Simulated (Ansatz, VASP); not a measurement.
# Rh: VASP beside Ansatz

```
Rh
1.0
     4.28149    0.00000    0.00000
    -2.14074    3.70788    0.00000
     0.00000    0.00000    2.62565
Rh
3
Direct
  0.00000 0.00000 0.00000
  0.33333 0.66667 0.50000
  0.66667 0.33333 0.50000
```

The cell was built by a generator and needn't be a form met in nature.

Alike in both runs: functional PBEsol; k mesh 9 × 9 × 12; occupations fermi-dirac, width 0.1 eV; no spin polarisation.

Ansatz relaxed the structure, and its values are those at the end. VASP's run is a single point on that final structure, the one shown.

|  | VASP | Ansatz |
| --- | --- | --- |
| version | VASP 6.6.1 | Ansatz 0.2.0 |
| potentials or method | VASP PAW PBE potentials, release 64 (Rh_pv) | plane waves (420 eV) with PAW, scalar-relativistic |
| plane-wave cutoff (eV) | 520 | 420 |
| valence electrons in the cell | 45 | 51 |

Ansatz gave:

```
pressure (GPa) : 0.0
```

Task: What did VASP give for the same quantities?

Result: Pressure (GPa): -0.1.

The two sets of potentials don't hold the same shells in valence. Ansatz warned: «pseudo_functional_mismatch».

Caveats: the PAW data sets were made with another functional, which shifts forces and pressure a little (VASP).
